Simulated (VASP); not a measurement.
# BN (F-43m) in VASP: phonons with PBE

Aim: the phonons of BN with PBE.

Program: VASP 6.6.1. These are calculated values, not measurements. Logs are shortened: lines on timing, memory, paths and dates and some standing lists are left out, and cuts for length are marked.

**1. The structure**

It takes space group F-43m (No. 216, cubic). Conventional cell: a = 3.615 Å, b = 3.615 Å, c = 3.615 Å, α = 90.00°, β = 90.00°, γ = 90.00°. B (site symmetry -43m) is surrounded by 4 N at 1.57 Å. N (site symmetry -43m) is surrounded by 4 B at 1.57 Å.

**2. Phonons, PBE**

Input file POSCAR:

```
BN
1.0
    0.0000000000      1.8075000000      1.8075000000
    1.8075000000      0.0000000000      1.8075000000
    1.8075000000      1.8075000000      0.0000000000
B N
1 1
Direct
    0.0000000000      0.0000000000      0.0000000000
    0.2500000000      0.2500000000      0.2500000000
```

Input file INCAR.step1:

```
SYSTEM = BN
  PREC = Accurate
  ENCUT = 600
  EDIFF = 1E-8
  ISMEAR = 0
  SIGMA = 0.02
  LREAL = .False.
  LASPH = .True.
  NELM = 100
  ALGO = Normal
  ISIF = 3
  LWAVE = .False.
  LCHARG = .False.
  GGA = PE
  IBRION = 2
  NSW = 40
  EDIFFG = -0.002
```

Input file INCAR.step2:

```
SYSTEM = BN
  PREC = Accurate
  ENCUT = 600
  EDIFF = 1E-8
  ISMEAR = 0
  SIGMA = 0.02
  LREAL = .False.
  LASPH = .True.
  NELM = 100
  ALGO = Normal
  ISIF = 2
  LWAVE = .False.
  LCHARG = .False.
  GGA = PE
  IBRION = 8
  NSW = 1
```

Input file KPOINTS:

```
regular mesh
0
Gamma
  12 12 12
  0 0 0
```

Potentials or basis: VASP PAW PBE potentials, release 64 (B, N).

On the command line:

```console
> cat potpaw_PBE.64/B/POTCAR potpaw_PBE.64/N/POTCAR > POTCAR
> cp INCAR.step1 INCAR
> mpirun -np 1 vasp_std > vasp.out
> cp CONTCAR POSCAR
> cp INCAR.step2 INCAR
> mpirun -np 1 vasp_std > vasp.out
```

OUTCAR:

```text
SYSTEM = BN
   PREC = Accurate
   ENCUT = 600
   EDIFF = 1E-8
   ISMEAR = 0
   LREAL = .False.
   LASPH = .True.
   NELM = 100
   ISIF = 2
   GGA = PE
   IBRION = 8
   NSW = 1

 ion  position               nearest neighbor table
   1  0.000  0.000  0.000-   2 1.57   2 1.57   2 1.57   2 1.57
   2  0.250  0.250  0.250-   1 1.57   1 1.57   1 1.57   1 1.57

  LATTYP: Found a face centered cubic cell.
 ALAT       =     3.6245733102

  Lattice vectors:

 A1 = (   0.0000000000,   1.8122866551,   1.8122866551)
 A2 = (   1.8122866551,   0.0000000000,   1.8122866551)
 A3 = (   1.8122866551,   1.8122866551,   0.0000000000)

Analysis of symmetry for initial positions (statically):
=====================================================================
 Subroutine PRICEL returns:
 Original cell was already a primitive cell.

 Routine SETGRP: Setting up the symmetry group for a
 face centered cubic supercell.

 Subroutine GETGRP returns: Found 24 space group operations
 (whereof 24 operations were pure point group operations)
 out of a pool of 48 trial point group operations.

The static configuration has the point symmetry T_d .

Analysis of symmetry for dynamics (positions and initial velocities):
=====================================================================
 Subroutine PRICEL returns:
 Original cell was already a primitive cell.

 Routine SETGRP: Setting up the symmetry group for a
 face centered cubic supercell.

 Subroutine GETGRP returns: Found 24 space group operations
 (whereof 24 operations were pure point group operations)
 out of a pool of 48 trial point group operations.

The dynamic configuration has the point symmetry T_d .

 Subroutine INISYM returns: Found 24 space group operations
 (whereof 24 operations are pure point group operations),
 and found     1 'primitive' translations

----------------------------------------------------------------------------------------

                                     Primitive cell

  volume of cell :      11.9045

  direct lattice vectors                    reciprocal lattice vectors
     0.000000000  1.812286655  1.812286655    -0.275894544  0.275894544  0.275894544
     1.812286655  0.000000000  1.812286655     0.275894544 -0.275894544  0.275894544
     1.812286655  1.812286655  0.000000000     0.275894544  0.275894544 -0.275894544

  length of vectors
     2.562960367  2.562960367  2.562960367     0.477863367  0.477863367  0.477863367

  position of ions in fractional coordinates (direct lattice)
     0.000000000  0.000000000  0.000000000
     0.250000000  0.250000000  0.250000000

  ion indices of the primitive-cell ions
   primitive index   ion index
                 1           1
                 2           2

----------------------------------------------------------------------------------------

 KPOINTS: regular mesh

Automatic generation of k-mesh.
 Grid dimensions read from file:
 generate k-points for:   12   12   12

 Generating k-lattice:

  Cartesian coordinates                     Fractional coordinates (reciprocal lattice)
    -0.022991212  0.022991212  0.022991212     0.083333333  0.000000000  0.000000000
     0.022991212 -0.022991212  0.022991212     0.000000000  0.083333333  0.000000000
     0.022991212  0.022991212 -0.022991212     0.000000000  0.000000000  0.083333333

  Length of vectors
     0.039821947  0.039821947  0.039821947

  Shift w.r.t. Gamma in fractional coordinates (k-lattice)
     0.000000000  0.000000000  0.000000000

 Subroutine IBZKPT returns following result:
 ===========================================

 Found     72 irreducible k-points:
[... 77 lines left out ...]
 non-spin polarized calculation
 Gauss-broadening in eV      SIGMA  =   0.02
  energy-cutoff  :      600.00
  volume of cell :       11.90
 maximum number of plane-waves:       415
   NGX = 11   NGY = 11   NGZ = 11

--------------------------------------- Ionic step        1  -------------------------------------------

 number of electron       7.9999999 magnetization

 Free energy of the ion-electron system (eV)
  ---------------------------------------------------
  ext. energy  EPLUGINS =         0.00000000
  ---------------------------------------------------
  free energy    TOTEN  =       -17.45462989 eV

  energy without entropy =      -17.45462989  energy(sigma->0) =      -17.45462989

 E-fermi :   7.4024     XC(G=0): -12.7830

 val. band max:        7.3051714329   @ k =   0.0000   0.0000   0.0000
 cond. band min:      11.7562272800   @ k =   0.5000   0.5000   0.0000
 fundamental gap:      4.4510558471
 Fermi energy:         7.4024200813

 k-point     1 :       0.0000    0.0000    0.0000
  band No.  band energies     occupation
      1     -12.8357      2.00000
      2       7.3052      2.00000
      3       7.3052      2.00000
      4       7.3052      2.00000
      5      16.0871      0.00000
      6      16.0871      0.00000
      7      16.0871      0.00000
      8      17.5264      0.00000
[... 243 lines left out ...]
 k-point    24 :      -0.4167    0.1667    0.0000
  band No.  band energies     occupation
      1      -8.2960      2.00000
      2      -2.6244      2.00000
      3       3.2087      2.00000
      4       4.7586      2.00000
      5      16.5782      0.00000
      6      19.4130      0.00000
      7      19.4885      0.00000
      8      22.8921      0.00000

 [... further k-points ...]

------------------------ aborting loop because EDIFF is reached ----------------------------------------

  FORCE on cell =-STRESS in cart. coord.  units (eV):
  Direction    XX          YY          ZZ          XY          YZ          ZX
  --------------------------------------------------------------------------------------
  -------------------------------------------------------------------------------------
  Total       -0.0004823     -0.0004823     -0.0004823      0.0000000      0.0000000     -0.0000000
  in kB       -0.0649149     -0.0649149     -0.0649149      0.0000000      0.0000000     -0.0000000
  external PRESSURE =      -0.0649149 kB  Pullay stress =       0.0000000 kB

 VOLUME and BASIS-vectors are now :
 -----------------------------------------------------------------------------
  energy-cutoff  :      600.00
  volume of cell :       11.90
      direct lattice vectors                 reciprocal lattice vectors
     0.000000000  1.812286655  1.812286655    -0.275894544  0.275894544  0.275894544
     1.812286655  0.000000000  1.812286655     0.275894544 -0.275894544  0.275894544
     1.812286655  1.812286655  0.000000000     0.275894544  0.275894544 -0.275894544

 POSITION                                       TOTAL-FORCE (eV/Angst)
 -----------------------------------------------------------------------------------
      0.00000      0.00000      0.00000         0.000000      0.000000      0.000000
      0.90614      0.90614      0.90614        -0.000000     -0.000000     -0.000000
 -----------------------------------------------------------------------------------
    total drift:                                0.000000      0.000000      0.000000

  FREE ENERGIE OF THE ION-ELECTRON SYSTEM (eV)
  ---------------------------------------------------
  free  energy   TOTEN  =       -17.4546298915 eV

  energy  without entropy=      -17.4546298915  energy(sigma->0) =      -17.45462989

[... ionic steps 2 to 3 ...]

--------------------------------------- Ionic step        4  -------------------------------------------

------------------------ aborting loop because EDIFF is reached ----------------------------------------

[... ionic steps 5 to 6 ...]

--------------------------------------- Ionic step        7  -------------------------------------------

 Free energy of the ion-electron system (eV)
  ---------------------------------------------------
  ---------------------------------------------------
  free energy    TOTEN  =        -0.23046561 eV

  energy without entropy =       -0.23046561

------------------------ aborting loop because EDIFF is reached ----------------------------------------

 INTERNAL STRAIN TENSOR  FOR ION    2  DIRECTION 1   (eV/Angst):
 -----------------------------------------------------------------------------
    -0.01487  0.00000  0.00000
     0.00000  0.00849 -1.43671
     0.00000 -1.43671  0.00849

 INTERNAL STRAIN TENSOR FOR ION    2 for displacements in x,y,z  (eV/Angst):
          X           Y           Z          XY          YZ          ZX
  --------------------------------------------------------------------------------
  x     0.00000     0.00000     0.00000     0.00000    -1.43671     0.00000
  y     0.00000     0.00000     0.00000     0.00000     0.00000    -1.43671
  z     0.00000     0.00000     0.00000    -1.43671     0.00000     0.00000

 SECOND DERIVATIVES (NOT SYMMETRIZED)
 ------------------------------------
               1X          1Y          1Z          2X          2Y          2Z
  1X   -23.787166    0.000000    0.000000   23.787166    0.000000    0.000000
  1Y     0.000000  -23.787166    0.000000    0.000000   23.787166    0.000000
  1Z     0.000000    0.000000  -23.787166    0.000000    0.000000   23.787166
  2X    23.789167    0.000000    0.000000  -23.789167    0.000000    0.000000
  2Y     0.000000   23.789167    0.000000    0.000000  -23.789167    0.000000
  2Z     0.000000    0.000000   23.789167    0.000000    0.000000  -23.789167

 Eigenvectors and eigenvalues of the dynamical matrix
 ----------------------------------------------------

   1 f  =   30.870841 THz   193.967216 2PiTHz 1029.740419 cm-1   127.671483 meV
             X         Y         Z           dx          dy          dz
      0.000000  0.000000  0.000000     0.192740   -0.603017   -0.404332
      0.906143  0.906143  0.906143    -0.169373    0.529909    0.355312
[... 21 lines left out ...]
   6 f/i=    0.000644 THz     0.004046 2PiTHz    0.021481 cm-1     0.002663 meV
             X         Y         Z           dx          dy          dz
      0.000000  0.000000  0.000000     0.116609    0.443478    0.474834
      0.906143  0.906143  0.906143     0.132697    0.504661    0.540344

--------------------------------------------------------------------------------------------------------

 ELASTIC MODULI CONTR FROM IONIC RELAXATION (kBar)
 Direction    XX          YY          ZZ          XY          YZ          ZX
 --------------------------------------------------------------------------------
 XX          -0.0000      0.0000      0.0000      0.0000     -0.0000      0.0000
 YY           0.0000     -0.0000     -0.0000      0.0000      0.0000      0.0000
 ZZ           0.0000     -0.0000     -0.0000     -0.0000      0.0000      0.0000
 XY           0.0000      0.0000     -0.0000    -10.2749     -0.0000      0.0000
 YZ          -0.0000      0.0000      0.0000     -0.0000    -10.2749      0.0000
 ZX           0.0000      0.0000      0.0000      0.0000      0.0000    -10.2749
 --------------------------------------------------------------------------------
```

It took 58 s on 1 thread of Intel Xeon Platinum 8488C (Sapphire Rapids), shared host; peak memory 0.19 GiB.

What came out:

```yaml
Relaxed_volume: 5.95 Å³/atom
Relaxed_cell: a = 2.563 Å, b = 2.563 Å, c = 2.563 Å, α = 60.00°, β = 60.00°, γ = 60.00°
Space_group_after_relaxing_to_0.05_Å: F-43m (No. 216)
Highest_phonon_frequency_at_Γ_LO-TO_splitting_left_out: 1030 cm⁻¹
```

Step by step:
```csv
step,energy change (eV),largest force (eV/Å),pressure (GPa),volume (Å³)
1,0.0000,0.0000,3.01,11.81
2,0.0000,0.0000,-2.96,12.00
3,-0.0009,0.0000,0.00,11.90
```

Final structure:
```xyz
2
Lattice="0.0000 1.8123 1.8123 1.8123 0.0000 1.8123 1.8123 1.8123 0.0000" Properties=species:S:1:pos:R:3 pbc="T T T"
B     0.0000    0.0000    0.0000
N     0.9061    0.9061    0.9061
```

Phonon frequencies in cm⁻¹ (negative: imaginary):
| q point | frequencies |
| --- | --- |
| (0.000, 0.000, 0.000) | 0 0 0 1030 1030 1030 |
